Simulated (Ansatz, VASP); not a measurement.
Given: the input of a run of VASP 6.6.1 on Sb.

The input INCAR:

```
SYSTEM = Sb
  PREC = Accurate
  ENCUT = 520
  EDIFF = 1E-6
  ISMEAR = -1
  SIGMA = 0.05
  LREAL = .False.
  LASPH = .True.
  NELM = 60
  ALGO = Normal
  ISIF = 2
  LWAVE = .False.
  LCHARG = .False.
  GGA = PE
  NBANDS = 8
```

Contents of KPOINTS:

```
regular mesh
0
Gamma
  12 12 12
  0 0 0
```

Contents of POSCAR:

```
Sb
1.0
   -1.5443568632      1.5443568632      2.6565772150
    1.5443568632     -1.5443568632      2.6565772150
    1.5443568632      1.5443568632     -2.6565772150
Sb
1
Direct
    0.0000000000      0.0000000000      0.0000000000
```

Potentials or basis: VASP PAW PBE potentials, release 64 (Sb).

Launch:

```console
$ cat potpaw_PBE.64/Sb/POTCAR > POTCAR
$ mpirun -np 1 vasp_std > vasp.out
```

Translate it to Ansatz 0.2.0. Potentials there: all-electron LAPW, scalar-relativistic.

As run (the cutoff follows the program's own potentials):

input.yaml

```yaml
crystal:
  lattice:
    - [-1.5443568632, 1.5443568632, 2.656577215]
    - [1.5443568632, -1.5443568632, 2.656577215]
    - [1.5443568632, 1.5443568632, -2.656577215]
  atoms:
    - { symbol: Sb, position: [0.0, 0.0, 0.0] }
kpoints:
  mp_grid: { grid: [12, 12, 12] }
scf:
  occupations: { method: fermi_dirac, width: 0.05 }
hamiltonian:
  xc: pbe
  pseudopotentials: { kind: all_electron, lapw: { basis_error: 0.0005 } }
output:
  forces: true
  stress: true
  eigenvalues: true
```

Potentials or basis: all-electron LAPW, scalar-relativistic.

Command:

```bash
$ ansatz run input.yaml --threads 1 --pin off --max-ram 3072MiB --backend cpu --events-out ev --progress --plain --runs-dir out
```

Both were run:

|  | VASP | Ansatz | Ansatz less VASP |
| --- | --- | --- | --- |
| gap on the k mesh at the Fermi level (eV) | none | none | - |
| pressure (GPa) | 6.5 | 6.6 | +0.10 |
| largest component of the traceless stress (GPa) | 1.26 | 1.22 | -0.039 |

A gap of «none» marks a metal or a gap that the smearing closes. Ansatz ran all-electron here, so the differences hold the error of VASP's frozen core and of both bases.

The runs have no spin-orbit coupling, so splittings on Sb are missing.
